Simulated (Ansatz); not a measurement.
## BaTe: valence-band photoemission

Wanted: projected DOS of BaTe, weighted into photoemission and X-ray emission spectra, at several levels of theory.

Program: Ansatz 0.2.0. Level of theory: DFT, PBEsol, plane-wave PAW, default files, scalar-relativistic, in the first sound run; inputs show where later runs differ. Results are calculated unless marked as measured.

The database entry behind the starting cell differs from later determinations by our own check (about 2.5 % short), so it need not match the best structure at ambient conditions.

### Step 1. The starting structure

The structure is cubic, space group Fm-3m (No. 225). Conventional cell: a = 6.820 Å, b = 6.820 Å, c = 6.820 Å, α = 90.00°, β = 90.00°, γ = 90.00°. Ba has 6 Te at 3.41 Å nearest. Nearest to Te lie 6 Ba at 3.41 Å. Farther neighbours and most contacts between anions are not listed.

### Step 2. Self-consistent run, DOS and bands

First the ground state, then the DOS by atom and shell, which the cross sections turn into spectra. The DOS is taken on a denser mesh than the density.

input.yaml reads:

```yaml
crystal:
  lattice:
    - [0.0, 3.41, 3.41]
    - [3.41, 0.0, 3.41]
    - [3.41, 3.41, 0.0]
  atoms:
    - { symbol: Ba, position: [0.0, 0.0, 0.0] }
    - { symbol: Te, position: [0.5, 0.5, 0.5] }
kpoints:
  mp_grid: { grid: [8, 8, 8] }
  band_path:
    path:
      - [[0.0, 0.0, 0.0], [0.5, 0.0, 0.5], [0.625, 0.25, 0.625]]
      - [[0.375, 0.375, 0.75], [0.0, 0.0, 0.0], [0.5, 0.5, 0.5], [0.5, 0.25, 0.75], [0.5, 0.0, 0.5]]
    npoints: 15
scf:
  occupations: { method: fermi_dirac, width: 0.02 }
  n_extra_bands: 8
hamiltonian:
  xc: pbesol
  pseudopotentials: { kind: paw }
output:
  forces: true
  stress: true
  dos:
    projected: true
    de: 0.05
    e_range: [-30, 12]
    nscf_kmesh: { grid: [12, 12, 12] }
  fatbands: true
  write_density: true
  write_potential: true
  elf: true
  volumetric_format: npy
```

On the command line:

```sh
ansatz run input.yaml --threads 2 --pin off --max-ram 4096MiB --backend cpu --events-out ev --progress --plain --runs-dir out
```

Numbers of over 12 decimals in the logs are rounded to 6 here.

Log:

```text
scf.n_extra_bands = 8 over 13 filled bands (N_el = 26.0): the run solves 21 bands
Engine: ansatz 0.2.0, aarch64-unknown-linux-gnu
Pseudopotentials: kind: paw
Pseudopotential: Ba, paw, valence charge 10, recommended cutoff 420 eV (normal), Ba.paw.azcp
Pseudopotential: Te, paw, valence charge 16, recommended cutoff 420 eV (normal), Te.paw.azcp
Functional definition: PBEsol
  exchange = pbesol_x
  correlation = pbesol_c
Crystal: 2 atoms, lattice volume = 79.304 Å³
Basis set: ecut = 420 eV, 1471 PW (Γ), exchange–correlation on 72×72×72 points (8 copies of the dense FFT grid, shifted against one another)
Bands: 21, of which v1, the nominal top of the filled ones, is band 13 counted from 1 (12 counted from 0)
Symmetry: 48 space group operations
Space group: Fm-3m (ITA 225), of the structure as read, at distance tolerance 4.3e-5 Å
k-points: 29 of 512
Non-local potential: Ba, projectors of the file, l = 0: 3, l = 1: 2, l = 2: 2, l = 3: 2
Non-local potential: Te, projectors of the file, l = 0: 2, l = 1: 2, l = 2: 2, l = 3: 2
PAW form: soft (Blöchl's): semilocal exchange-correlation on the pseudo side does not see the compensation charge
PAW frozen core: Ba, regenerated for the run's functional, and the local potential with it (the file was generated under x = pbe(κ = 0.804, μ = 0.219515), c = pbe(β = 0.066725))
PAW frozen core: Te, regenerated for the run's functional, and the local potential with it (the file was generated under x = pbe(κ = 0.804, μ = 0.219515), c = pbe(β = 0.066725))
PAW one-centre angular grid: Ba, 194 points (default); XC on 64 Gauss nodes
PAW one-centre angular grid: Te, 590 points (default); XC on 64 Gauss nodes
Initial density: superposition of atomic densities (neutral atoms: chi_scale 0, normalization atom), corrected by the library's trained network
Initial wavefunctions: pseudopotential atomic-orbital guess
Functional: x = pbesol(κ = 0.804, μ = 0.123457), c = pbesol(β = 0.046)
SCF iter   1: F=—  HF=-12767.687609 eV  |F-HF|=—  |Δ(HF+E_count)|=         —  Δρ=2.10e-3  dr2=7.05e-3  ethr=1.77e-3  ⟨swp⟩=10.2  Hψ=4205  notcnv=0  defer=1
preconditioner: auto → none  [insulator: Δε(μ)=1.286 eV  Ē_g=12.609 eV  σ=0.020 eV  W_gap=1.00  n_scr=14 (ndim 8)  ℏωp=15.6 eV  f_vac=0.005  D(μ)=0.00/eV (n_scr^D=0)  ε∞_Penn≈2.5]
SCF iter   2: F=—  HF=-12767.684834 eV  |F-HF|=—  |Δ(HF+E_count)|=   2.77e-3  Δρ=7.96e-4  dr2=3.12e-4  ethr=2.71e-5  ⟨swp⟩=3.6  Hψ=1429  notcnv=0  defer=78
SCF iter   3: F=—  HF=-12767.684923 eV  |F-HF|=—  |Δ(HF+E_count)|=   8.93e-5  Δρ=3.63e-4  dr2=6.59e-5  ethr=1.20e-6  ⟨swp⟩=2.2  Hψ=770  notcnv=0  defer=78
SCF iter   4: F=—  HF=-12767.684954 eV  |F-HF|=—  |Δ(HF+E_count)|=   3.09e-5  Δρ=2.92e-5  dr2=6.72e-7  ethr=2.54e-7  ⟨swp⟩=2.0  Hψ=618  notcnv=0  defer=78
iter 5 did not close the SCF: its close was put off for the readings that it lacked (scf_convergence_deferred on its scf_iter line)
SCF iter   5: F=-12767.684954 eV  HF=-12767.684954 eV  |F-HF|=4.53e-9  |Δ(HF+E_count)|=   5.75e-8  Δρ=3.36e-6  dr2=5.67e-9  ethr=2.58e-9  ⟨swp⟩=2.2  Hψ=857  notcnv=0  defer=78
SCF iter   6: F=-12767.684954 eV  HF=-12767.684954 eV  |F-HF|=3.09e-10  |Δ(HF+E_count)|=   6.39e-9  Δρ=5.73e-7  dr2=3.57e-10  ethr=2.18e-11  ⟨swp⟩=12.1  Hψ=4869  notcnv=0
SCF 1 converged in 6 iterations: F = -12767.684954 eV  dr2 = 3.57e-10
  greatest PAW one-centre occupation: 0.998 electrons in one spin orbital (limit 2), on the Te atom at site 1 (counted from 0), in its partial waves of l = 2
NSCF: frozen V_eff on 92 k-points
NSCF: frozen V_eff on 72 k-points
SCF converged after 6 iterations
Free energy (F): -12767.684954 eV
Harris-Foulkes:  -12767.684954 eV  (|F-HF|=3.09e-10)
Internal energy: -12767.684954 eV  (E = F + TS)
E sigma→0 (E₀):  -12767.684954 eV
Fermi energy:    7.771530 eV
--- Per-component energies (eV) ---
  E_band       = -314.823270
  E_kinetic    = 351.784251
  E_local      = -1766.966314  (includes V_loc(G=0)·N_el)
  E_nonlocal   = -248.917177
  E_hartree    = 1004.716395
  E_xc         = -291.710336
  E_vxc        = -241.744366  (∫ρ·V_xc dr)
  E_paw        = -9725.869737  (= ΣΔE_a)
  E_vpaw       = -418.411511  (= ΣTr[D̂ρ^β])
  E_aug_tail   = -0.000208  (compensation charges beyond the density's cutoff)
  E_ewald      = -2091.248078
  E_core_change = 0.526248  (= ΣΔE_core)
  E_smearing   = -0.000000  (= −TS)
  E_closure    = 0.000000  (closes the sum)
  Σ components = -12767.684954   (vs F -12767.684954, Δ=0.00e0)
--- Forces (eV/Å), atoms counted from 1 ---
  atom   1  Ba    -0.00000000     0.00000000     0.00000000
  atom   2  Te     0.00000000     0.00000000    -0.00000000
  max |Σ_I F_I| component: 2.74e-29 eV/Å
--- Stress (GPa, compression-positive) ---
        1.909455      -0.000000       0.000000
       -0.000000       1.909455       0.000000
       -0.000000       0.000000       1.909455
  P = ⅓ Tr σ = 1.9095 GPa (19.095 kbar)
--- Band table (eV; the first three rows and the last of 29) ---
  k-point 0: bands = [... 9 lower, -2.5988, 7.1017, 7.1017, 7.1017, 10.0046, 10.0046, 10.0046, 10.2530, ... 4 higher]
  k-point 1: bands = [... 9 lower, -2.4296, 6.5479, 6.8417, 6.8417, 10.0204, 10.2117, 10.2117, 10.9479, ... 4 higher]
  k-point 2: bands = [... 9 lower, -2.0638, 5.6289, 6.3650, 6.3650, 10.1724, 10.7649, 10.7649, 12.2748, ... 4 higher]
  k-point 28: bands = [... 9 lower, -2.0641, 5.7172, 6.1683, 6.1683, 10.5831, 10.5831, 12.1862, 12.5857, ... 4 higher]
```

The job ended after 6.2 s (2 threads of Arm Neoverse V2, shared host; peak memory 0.39 GiB; 12 s of CPU time).

Numbers from this step:

* free energy: -12767.6850 eV
* Fermi energy: 7.772 eV
* symmetry operations: 48
* pressure: 1.909 GPa
* gap on the k-mesh: 1.340 eV
* zero of energy: valence-band maximum
* share of occupied states in no projected shell: 0.0189 of the occupied states in the window
* gap on the path: 1.340 eV
* least direct gap on the path: 1.685 eV
* valence top on path: 0 eV

The electronic bands at the labelled points (eV, zero at the valence-band maximum; v1 is the highest filled band, c1 the lowest empty one):

```
          point     v4     v3     v2     v1    c1    c2    c3    c4
              Γ  -9.70   0.00   0.00   0.00  2.90  2.90  2.90  3.15
0.47 of the way  -9.28  -1.59  -0.29  -0.29  2.01  3.91  4.01  4.48
              X  -9.47  -1.08  -0.35  -0.35  1.34  4.64  4.98  6.04
0.53 of the way  -9.37  -1.07  -0.75  -0.51  1.73  5.04  5.44  5.73
              U  -9.18  -1.34  -1.04  -0.80  2.48  5.12  5.34  5.50
      jump to K  -9.18  -1.34  -1.04  -0.80  2.48  5.12  5.34  5.50
0.53 of the way  -9.11  -1.67  -0.95  -0.51  3.22  3.51  4.00  4.46
              Γ  -9.70   0.00   0.00   0.00  2.90  2.90  2.90  3.15
0.47 of the way  -9.22  -1.36  -0.68  -0.68  3.03  3.57  3.57  5.00
              L  -8.70  -2.42  -1.23  -1.23  4.12  4.98  5.11  5.11
0.47 of the way  -8.91  -2.00  -1.09  -1.09  3.70  4.06  5.41  5.67
              W  -9.17  -1.38  -0.93  -0.93  3.48  3.48  5.08  5.48
0.47 of the way  -9.30  -1.06  -0.97  -0.65  2.11  4.90  5.03  5.75
              X  -9.47  -1.08  -0.35  -0.35  1.34  4.64  4.98  6.04
```

Of the projections kept (Ba s, Ba p, Te s, Te p, not projected), the largest for each band there; the rest of the weight can lie on other orbitals:

```
point         v4         v3         v2         v1                  c1                  c2                  c3                  c4
    Γ  Te s 0.67  Te p 0.97  Te p 0.97  Te p 0.97  not projected 1.00  not projected 1.00  not projected 1.00           Ba s 0.67
    X  Te s 0.92  Te p 0.91  Te p 0.95  Te p 0.95  not projected 1.00  not projected 1.00           Ba s 0.87  not projected 0.98
    U  Te s 0.91  Te p 0.81  Te p 0.91  Te p 0.93  not projected 0.97  not projected 0.98  not projected 1.00  not projected 0.76
    K  Te s 0.91  Te p 0.81  Te p 0.91  Te p 0.93  not projected 0.97  not projected 0.98  not projected 1.00  not projected 0.76
    Γ  Te s 0.67  Te p 0.97  Te p 0.97  Te p 0.97  not projected 1.00  not projected 1.00  not projected 1.00           Ba s 0.67
    L  Te s 0.84  Te p 0.67  Te p 0.92  Te p 0.92  not projected 1.00  not projected 0.87  not projected 0.99  not projected 0.99
```

The electronic bands as a text plot (rows in eV, shown from -8.0 to 3.6 only):

```
    3.4 |+++++             +   ++++++++++++++++        ++++
    2.9 |++               +      ++++++++++++              +
    2.4 |  +++           +                                  +
    1.9 |     +++       +                                    ++
    1.5 |        +++++++                                       ++
    1.0 |
    0.5 |
    0.0 |*****                     *******
   -0.5 | **  ***********      *******   ****                ****
   -1.0 |   *      *****************      ** ****  **************
   -1.5 |    ******      **      *          *    **     *****
   -1.9 |                  ******            **      ***
   -2.4 |                                      ******
   -2.9 |
   -3.4 |
   -3.9 |
   -4.4 |
   -4.8 |
   -5.3 |
   -5.8 |
   -6.3 |
   -6.8 |
   -7.3 |
   -7.8 |
         Γ           X  U|K            Γ         L        W     X
```

The DOS has structure finer than the step of the table below, so its rows give means over 2 eV, whole bins alone (the curve runs from -28.2 to 7.15 eV). Peaks (eV: height): total -26.7: 20, -12.3: 7.48, -11.9: 21.1, -1.1: 7.75; Ba 5p -12.3: 6.44, -11.9: 20.9; Te 5p -1.7: 1.98, -1.1: 7.10; Te 5s -12.3: 0.724, -9.1: 3.66; Ba 6s -9.3: 0.273, -2.0: 0.435, 5.1: 0.628, 5.6: 0.374.

The DOS by E, zero at the valence-band maximum; means over each step; values in states/eV/cell:

```
E (eV)  total  Ba 5p    Te 5p    Te 5s    Ba 6s    Ba 6p  Ba 5s
   -26  1.000      0   0.0161   8.6e-4  0.00683        0  0.976
   -24      0      0        0        0        0        0      0
   -22      0      0        0        0        0        0      0
   -20      0      0        0        0        0        0      0
   -18      0      0        0        0        0        0      0
   -16      0      0        0        0        0        0      0
   -14      0      0        0        0        0        0      0
   -12   3.00   2.82   0.0607   0.0901   0.0267        0      0
   -10  0.676      0  0.00131    0.554   0.0538   0.0648      0
    -8  0.324      0   5.2e-4    0.268   0.0111   0.0437      0
    -6      0      0        0        0        0        0      0
    -4      0      0        0        0        0        0      0
    -2   1.60      0     1.34   0.0112    0.154   0.0285      0
     0   1.40      0     1.28  0.00164  0.00631   0.0340      0
     2  0.549      0   0.0133   9.5e-4  0.00349   3.3e-4      0
     4   2.26      0   0.0584   0.0385    0.189  0.00271      0
     6   2.79      0   0.0910   0.0216    0.274  0.00323      0
```

This run's widths, added to any smearing of the DOS itself: Gaussian 0.45 eV, Lorentzian 0.05 eV plus 0.03 an eV of depth. Table of intensity by binding energy, zero at the valence-band maximum; values in % of the maximum within 13 eV:

```
binding energy (eV)  21.2 eV  40.8 eV  1486.7 eV  9251.7 eV
                 -1    0.392    0.148      0.216      0.211
                  0     7.35     1.97       2.94       2.56
                  1     97.9     25.7       38.4       33.1
                  2     25.8     7.09       10.9       10.2
                  3    0.678    0.276      0.405      0.414
                  4    0.215    0.177      0.252      0.288
                  5    0.113    0.188      0.269      0.330
                  6   0.0722    0.240      0.356      0.463
                  7   0.0564    0.350      0.581      0.810
                  8   0.0784    0.671       1.58       2.50
                  9    0.872     4.80       21.4       38.6
                 10   0.0906     2.19       3.65       5.16
                 11        -     8.35       8.59       8.85
                 12        -     98.5       98.5       98.6
                 13        -     9.01       9.25       9.49
                 14        -     1.89       1.98       2.07
                 15        -    0.823      0.894      0.964
                 16        -    0.462      0.531      0.599
                 17        -    0.297      0.371      0.443
                 18        -    0.209      0.293      0.375
                 19        -    0.156      0.258      0.357
                 20        -    0.123      0.253      0.379
                 21        -    0.102      0.278      0.447
                 22        -   0.0909      0.346      0.591
                 23        -   0.0888      0.498      0.892
                 24        -    0.104      0.874       1.62
                 25        -    0.178       2.14       4.03
                 26        -    0.743       11.0       20.9
                 27        -     1.26       19.1       36.2
                 28        -    0.220       3.00       5.67
```

Maxima picked by a test of local sharpness, so broad peaks and shoulders can be missing; peaks within 0.45 eV of a curve's cut are left out. Valence peaks, by row:

```
photon energy (eV)  binding energy (eV)  height (% of the maximum within 13 eV)  main shell  its share (%)
              21.2               0.9797                                     100       Te 5p          99.84
              40.8                11.98                                     100       Ba 5p          98.98
              40.8                 9.08                                    5.03       Te 5s          78.68
              40.8               0.9797                                   26.22       Te 5p          99.35
              1487                26.63                                   27.49       Ba 5s           99.1
              1487                11.98                                     100       Ba 5p          97.21
              1487                 9.08                                    22.4       Te 5s          94.14
              1487               0.9797                                   39.26       Te 5p          99.06
              9252                26.63                                   52.22       Ba 5s          99.52
              9252                11.98                                     100       Ba 5p          95.84
              9252                 9.08                                   40.32       Te 5s          96.23
              9252               0.9797                                   33.84       Te 5p          98.36
```

Sums over each group's atoms; left-over states aren't shared out by site. Site centres, by row:

```
group  element  shell  occupied states  centre of occupied part (eV)  centre up to the window's top (eV)
  Ba1       Ba     5s            1.952                        -26.64                              -26.64
  Ba1       Ba     6s           0.5164                        -5.364                               1.548
  Ba1       Ba     5p             5.64                        -12.01                              -12.01
  Ba1       Ba     6p            0.342                        -6.116                              -5.714
  Te2       Te     5s             1.85                        -9.308                              -8.431
  Te2       Te     5p            5.395                        -1.486                                -1.1
```

Valence density in the ac plane of the conventional cell at fractional y = 0.000, with atoms of Ba and Te within 0.2 Å of it. It is the smooth field of the valence electrons, not physical close to the nuclei.

Ten steps, logarithmic in the rise over the least value, from '0' (0 e/Å³) to '9' (15 e/Å³), each cell a mean:
```
3442112489863111344
4431012356642101244
3320001233321000123
1100000112110000011
1100000011100000001
2110000011110000011
3321000233321000123
6532101344442101246
9742112443443111368
9842112442343112369
8632112444443111358
5421001344432001234
2210000122210000122
1100000011100000011
1100000011110000001
2210000122221000012
4421001234432100234
4442112468753111344
2442112589963211343
```
Columns run along a (6.8 Å), rows up along c (6.8 Å), edges of the conventional cell, whose origin can differ from the input's. Atoms in or near the plane, at fractional coordinates: Ba at (0.00, 0.00), Ba at (0.50, 0.50), Te at (0.50, 0.00), Te at (0.00, 0.50).

ELF in the ac plane of the conventional cell at fractional y = 0.000, with atoms of Ba and Te within 0.2 Å of it. It is the smooth field of the valence electrons, not physical close to the nuclei.

Ten even steps from '_' (0.04) to '@' (0.84), each cell a mean:
```
..**@@**..++##++..____--**##::--@@%%::
%%@@@@==..++%%**==::--++####::::##@@%%
@@%%++..__==##%%##****##%%**..__--##@@
==::..____::++##########**--______::--
::::::..____..::::::::::..______..::::
######++::____..::----::______--**####
**##%%##==__..++%%@@@@##--__..**%%##**
--==**%%==..==@@@@%%@@@@##::::####++--
__..++##++..**@@**..--@@@@--::##**--__
__..++##++::##@@==__..%%@@--::##**::__
..--**##++..**@@%%==**@@%%::::####==..
++**##%%==__--%%@@@@@@@@++..::##%%**++
####%%##--____--**##**==..__..++##%%##
++++==--..______..::....______::==++++
::..______..--==++++++====::______....
**++--____--##%%######%%##++..__..==**
@@@@##--__==%%##**++++**%%##::..++@@@@
++%%@@++..++##**--....==####::::%%@@**
__++@@**::++##++..____--**##::==@@%%..
```
Columns run along a (6.8 Å), rows up along c (6.8 Å), edges of the conventional cell, whose origin can differ from the input's. Atoms in or near the plane, at fractional coordinates: Ba at (0.00, 0.00), Ba at (0.50, 0.50), Te at (0.50, 0.00), Te at (0.00, 0.50).

Electrostatic potential energy in the ac plane of the conventional cell at fractional y = 0.000, with atoms of Ba and Te within 0.2 Å of it. With pseudopotentials it is smooth inside the atoms' cores, unlike the true potential.

Values in eV, 10 rows by 16 columns, each cell a mean:
```
-32 -26  -8   6   9   3  -6  15  20   1  -3   8   8  -1 -21 -31
 -7  -2   5   9  10  10   5  -1  -2   3   8  10  10   7   1  -6
  7   9  10  11  11  10   8   7   7   8   9  10  11  10   9   8
 -4  -2   7  10   9   5  -4 -13 -15  -8   3   8  10   9   1  -4
 28   7  -5   8   7  -3 -24 -33 -34 -29 -11   5   8   1  -4  24
 20   1  -3   8   8  -1 -21 -31 -32 -26  -8   6   9   3  -6  15
 -2   3   8  10  10   7   1  -6  -7  -2   5   9  10  10   5  -1
  7   8   9  10  11  10   9   8   7   9  10  11  11  10   8   7
-15  -8   3   8  10   9   1  -4  -4  -2   7  10   9   5  -4 -13
-34 -29 -11   5   8   1  -4  24  28   7  -5   8   7  -3 -24 -33
```
Columns run along a (6.8 Å; values clipped at the 3rd and 97th percentile), rows up along c (6.8 Å), edges of the conventional cell, whose origin can differ from the input's. Atoms in or near the plane, at fractional coordinates: Ba at (0.00, 0.00), Ba at (0.50, 0.50), Te at (0.50, 0.00), Te at (0.00, 0.50).

Recipe: projected DOS times atomic cross section and asymmetry factor (linear light, 10° from the polarisation), occupied states only, Fermi edge at 77 K, a Lorentzian width of 0.05 eV growing by 0.03 eV per eV of binding energy, and a resolution of 0.45 eV. Curves are cut 10 eV under the photon energy, above any shell that the free atom's threshold puts out of reach, or at the lower edge of the window: 10.8 eV at 21.2 eV, 28.2 eV at 40.8 eV, 28.2 eV at 1486.7 eV and 28.2 eV at 9251.7 eV. Matrix elements of the solid and inelastic losses aren't modelled, nor non-dipole terms, which matter above 3 keV.

Share of each shell in the spectrum's area (%), by photon energy:

```
shell  21.2 eV  40.8 eV  1486.7 eV  9251.7 eV
Ba 5s      0.0      1.6       18.4       28.7
Ba 5p      0.0     73.7       48.8       39.3
Te 5s      0.4      3.0       10.8       16.2
Te 5p     99.1     21.3       21.4       15.0
```

Cross sections used, in Mb an electron:

```
shell  21.2 eV  40.8 eV  1486.7 eV  9251.7 eV
Ba 5s        -    0.039     0.0014     4.4e-5
Ba 5p        -     0.44     0.0014     2.4e-5
Te 5s    0.034    0.053     8.4e-4     2.5e-5
Te 5p      1.4     0.15     6.2e-4     9.8e-6
```

At this level the gap is 1.34 eV on the path.

(Continued in part 2 of 4.)

[Logs are printed without paths, hosts, clocks, repeated set-up lines and the standing remarks that a program may print on its own settings, such as how far it seeks lower states.]

[Hosts, paths, dates, database ids (printed as entryN), source tags and the programs' standing remarks are cut or masked in the printed files.]

[Maps of the electrostatic potential energy from Ansatz leave out the sawtooth potential of an applied field or a dipole correction, so their vacuum need not be flat; work functions include it.]

[Peak lists hold at most the 14 tallest peaks of each spectrum; further lines can be left out.]
